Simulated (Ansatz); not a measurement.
# KI: how the settings move a single-point run

Aim: see which settings change the result for KI, by how much, and at what cost.

Program: Ansatz 0.2.0. Level of theory: reference: DFT, HSE06, plane waves, PAW. These are calculated values, not measurements.

2 further runs of the same task are left out: 2 that didn't finish.

## Step 1: Starting point

Symmetry: Fm-3m, No. 225, cubic system. The conventional cell has a = 7.089 Å, b = 7.089 Å, c = 7.089 Å, α = 90.00°, β = 90.00°, γ = 90.00°. K (site symmetry m-3m) has 6 I at 3.54 Å as nearest neighbours. I (site symmetry m-3m) has 6 K at 3.54 Å as nearest neighbours.

Coordinates:

```
K I
1.0
     0.00000    3.54457    3.54457
     3.54457    0.00000    3.54457
     3.54457    3.54457    0.00000
K I
1 1
Direct
  0.00000 0.00000 0.00000
  0.50000 0.50000 0.50000
```

## Step 2: Reference

input.yaml

```yaml
crystal:
  lattice:
    - [0.0, 3.5445661619, 3.5445661619]
    - [3.5445661619, 0.0, 3.5445661619]
    - [3.5445661619, 3.5445661619, 0.0]
  atoms:
    - { symbol: K, position: [0.0, 0.0, 0.0] }
    - { symbol: I, position: [0.5, 0.5, 0.5] }
kpoints:
  mp_grid: { grid: [4, 4, 4] }
hamiltonian:
  xc: hse06
scf:
  occupations: { method: fixed }
  n_extra_bands: 4
output:
  forces: true
  stress: true
  eigenvalues: true
```

The run is started by

```sh
> ansatz run input.yaml --threads 4 --pin off --max-ram 3686MiB --backend cpu --events-out ev --progress --plain --runs-dir out
```

## Step 3: Changed: xc pbesol

input.yaml: that of step 2 with these lines changed.

```diff
@@ -11,3 +11,3 @@
 hamiltonian:
-  xc: hse06
+  xc: pbesol
 scf:
```

## Step 4: Changed: ecutfock_ratio 4

input.yaml: that of step 2 with these lines changed.

```diff
@@ -15,2 +15,3 @@
   n_extra_bands: 4
+  exx: { ecutfock_ratio: 4 }
 output:
```

## Step 5: Variant: q_mesh [1, 1, 1]

input.yaml: that of step 2 with these lines changed.

```diff
@@ -15,2 +15,3 @@
   n_extra_bands: 4
+  exx: { q_mesh: [1, 1, 1] }
 output:
```

## Step 6: Changed: mixing.ndim 1

input.yaml: that of step 2 with these lines changed.

```diff
@@ -15,2 +15,4 @@
   n_extra_bands: 4
+  mixing: { ndim: 1 }
+  max_iter: 80
 output:
```

Q: Predict the outcome of this session. Wanted: for each run, ending; energy change; pressure; gap; force.

The runs gave:

| run | ending | energy change | pressure (GPa) | gap (eV) | force (eV/Å) | cycles | time |
| --- | --- | --- | --- | --- | --- | --- | --- |
| reference | converged | 0 | 0.3 | 4.94 | 0.00 | 10 | 15 s |
| 1: xc pbesol | converged | not comparable | -0.4 | 3.80 | 0.00 | 6 | 0.94 s |
| 2: ecutfock_ratio 4 | converged | - | 0.3 | 4.94 | 0.00 | 10 | 16 s |
| 3: q_mesh [1, 1, 1] | converged | - | 0.3 | 4.94 | 0.00 | 10 | 15 s |
| 4: mixing.ndim 1 | converged | 0.0 meV/atom | 0.3 | 4.94 | 0.00 | 13 | 15 s |

Residual by cycle in the longest SCF loop of each run; runs are numbered as in the table. The quantity is the density residual dr2, in eV.

| cycle | reference | run 1 | run 2 | run 3 | run 4 |
| --- | --- | --- | --- | --- | --- |
| 1 | 0.0023 | 0.00179 | 0.0023 | 0.0023 | 0.0023 |
| 2 | 4.7e-4 | 4.4e-4 | 4.7e-4 | 4.7e-4 | 4.7e-4 |
| 3 | 7.8e-5 | 2.3e-4 | 7.8e-5 | 7.8e-5 | 1.4e-4 |
| 4 | 4.3e-6 | 8.9e-6 | 4.3e-6 | 4.3e-6 | 3.6e-5 |
| 5 | 4.7e-7 | 6.8e-7 | 4.7e-7 | 4.7e-7 | 9.7e-6 |
| 6 | - | 1.0e-8 | - | - | 3.2e-6 |
| 7 | - | - | - | - | 8.8e-7 |

What this shows: «mixing.ndim 1» leaves the energy as it was. Of the variants the dearest is «ecutfock_ratio 4» (16 s), the cheapest «xc pbesol» (0.94 s), on a shared host. The gap of the reference lacks spin-orbit coupling, though the cell holds I.
